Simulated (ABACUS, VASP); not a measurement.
# Elastic constants of Si and what follows from them

The cell as given, ahead of any relaxation:

The structure is cubic, space group Fd-3m (No. 227). The conventional cell has a = 5.444 Å, b = 5.444 Å, c = 5.444 Å, α = 90.00°, β = 90.00°, γ = 90.00°. Si (site symmetry -43m) has 4 Si at 2.36 Å as nearest neighbours.

Constants in GPa on the cubic axes, for the cell relaxed at the run's level, with the atoms relaxed in the strained cells where symmetry lets them move; no spin polarisation, no spin-orbit coupling. Meshes are those of the run's cell of 2 atoms. Occupations: fermi-dirac 0.05 eV (run 1); fermi-dirac 0.05 eV (run 2); gaussian 0.05 eV (run 3). Space group Fd-3m.

| run | level | program and potentials | k mesh | cell | C11 | C12 | C44 |
| --- | --- | --- | --- | --- | --- | --- | --- |
| 1 | LDA | VASP, LDA PAW files Si, 600 eV | 6 × 6 × 6 | relaxed, 19.73 Å³ an atom | 160.7 | 65.1 | 75.8 |
| 2 | PBE | VASP, PBE PAW files Si, 600 eV | 6 × 6 × 6 | relaxed, 20.46 Å³ an atom | 153.5 | 57.2 | 74.9 |
| 3 | r2SCAN | VASP, PBE PAW files Si, 600 eV (made for PBE) | 6 × 6 × 6 | relaxed, 20.13 Å³ an atom | 169.0 | 62.2 | 82.7 |

Task: For run 1, work out the bulk, shear and Young's moduli of a random polycrystal, Poisson's ratio and the anisotropy, and test the cell's stability.

Result: From the values as printed: B = (C11 + 2 C12)/3 = 97.0 GPa. Voigt: G_V = (C11 - C12 + 3 C44)/5 = 64.6; Reuss: G_R = 5 C44 (C11 - C12)/[4 C44 + 3 (C11 - C12)] = 61.4; Hill's mean, from the unrounded bounds, G = 63.0 GPa. Young's modulus E = 9BG/(3B + G) = 155.4 GPa, Poisson's ratio ν = (3B - 2G)/[2(3B + G)] = 0.233. Zener's ratio 2 C44/(C11 - C12) = 1.59, so the crystal is stiffest along ⟨111⟩ and softest along ⟨100⟩. C11 > |C12|, C11 + 2 C12 > 0 and C44 > 0 hold, so the cell is stable against small uniform strains, which says nothing of soft phonons. An equation of state at this level (ABACUS, PseudoDojo NC SR 0.4.1 LDA stringent, plane waves; mesh 6 × 6 × 6) gives B0 = 96.4 GPa at its minimum of 19.64 Å³ an atom, against 19.73 here. Over the runs shown B spans 89.3 to 97.8 GPa and C44 74.9 to 82.7.

Silicon's elastic response is that of a network of directional sp³ bonds, which resist changes of angle as well as of length. C44 exceeds C12 in every run, as is common where angular forces are strong. The anisotropy has the same origin: a pull along ⟨111⟩ stretches one set of bonds directly, whereas a pull along ⟨100⟩ is taken up largely by bending the softer tetrahedral angles. It remains moderate, so the Voigt and Reuss bounds of 64.6 and 61.4 GPa confine the polycrystalline shear modulus closely.

Between LDA and PBE the change is mainly in resistance to compression, while both shear responses, C44 and C11 - C12, barely move; this probably reflects PBE's weaker binding and larger volume. Volume alone doesn't order the constants, however, since r2SCAN gives a larger cell than LDA yet higher C11 and C44. These small-strain moduli don't determine fracture strength or hardness, which depend on large bond distortions, cracks and dislocations.
